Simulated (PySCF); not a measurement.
**Basis-set dependence of excited states**

Species: methylenecyclopropane, C4H6.
Geometry (PBE0-D3(BJ)/def2-SVP, Å), atoms numbered from 1 in this order:
```xyz
10
C4H6 angstrom
C      1.6098   -0.4881   -0.0330
C      0.3439   -0.1041   -0.0071
C     -1.0713   -0.4721   -0.0250
C     -0.6276    0.9867    0.0599
H      2.4236    0.2418    0.0049
H      1.8793   -1.5466   -0.0933
H     -1.5109   -0.9295    0.8685
H     -1.5124   -0.8204   -0.9658
H     -0.7729    1.6213   -0.8217
H     -0.7654    1.5107    1.0124
```

TDDFT with PBE0 (PySCF), vertical singlets, core orbitals frozen in the response, spherical d and f functions. Geometry: PBE0-D3(BJ)/def2-SVP; no solvent, vibrations or thermal averaging.

Question: How do the low singlets change with the basis? Take 6-31G*, 6-31+G*, def2-SVP, def2-SVPD, aug-cc-pVDZ, def2-TZVP and def2-TZVPD.

Answer: 

```json
{"basis": "6-31G*", "functions": "68", "diffuse": "no", "S1 (eV)": "6.79", "S2 (eV)": "7.38", "S3 (eV)": "7.54", "S4 (eV)": "9.16", "S5 (eV)": "9.34", "LUMO (eV)": "0.57", "α (au)": "40.5"}
{"basis": "6-31+G*", "functions": "84", "diffuse": "yes", "S1 (eV)": "6.55", "S2 (eV)": "6.80", "S3 (eV)": "7.00", "S4 (eV)": "7.14", "S5 (eV)": "7.27", "LUMO (eV)": "-0.02", "α (au)": "46.6"}
{"basis": "def2-SVP", "functions": "86", "diffuse": "no", "S1 (eV)": "6.70", "S2 (eV)": "7.32", "S3 (eV)": "7.39", "S4 (eV)": "8.54", "S5 (eV)": "8.85", "LUMO (eV)": "0.25", "α (au)": "42.5"}
{"basis": "def2-SVPD", "functions": "128", "diffuse": "yes", "S1 (eV)": "6.61", "S2 (eV)": "7.18", "S3 (eV)": "7.19", "S4 (eV)": "7.24", "S5 (eV)": "7.85", "LUMO (eV)": "0.07", "α (au)": "49.0"}
{"basis": "aug-cc-pVDZ", "functions": "146", "diffuse": "yes", "S1 (eV)": "6.45", "S2 (eV)": "6.46", "S3 (eV)": "6.64", "S4 (eV)": "6.97", "S5 (eV)": "6.98", "LUMO (eV)": "-0.15", "α (au)": "50.5"}
{"basis": "def2-TZVP", "functions": "160", "diffuse": "no", "S1 (eV)": "6.55", "S2 (eV)": "7.12", "S3 (eV)": "7.17", "S4 (eV)": "7.89", "S5 (eV)": "8.39", "LUMO (eV)": "0.07", "α (au)": "48.1"}
{"basis": "def2-TZVPD", "functions": "202", "diffuse": "yes", "S1 (eV)": "6.51", "S2 (eV)": "6.78", "S3 (eV)": "6.98", "S4 (eV)": "7.13", "S5 (eV)": "7.44", "LUMO (eV)": "-0.01", "α (au)": "50.3"}
```

States are compared by their number. Against the largest diffuse basis here (def2-TZVPD, itself not a converged limit), sets without diffuse functions differ by up to 0.28 eV in S1 and 1.91 eV in S5; the smaller diffuse sets differ by up to 0.10 and 0.46 eV. State by state, the largest deviation of a set without diffuse functions is S1 0.28, S2 0.60, S3 0.57, S4 2.03, S5 1.91 eV. The same number needn't mean the same state in each row. Against def2-TZVPD the polarisability deviates by -20% in 6-31G*, -7% in 6-31+G*, -16% in def2-SVP, -3% in def2-SVPD, 0% in aug-cc-pVDZ, -5% in def2-TZVP. A single + in a Pople set puts diffuse functions on heavy atoms only.
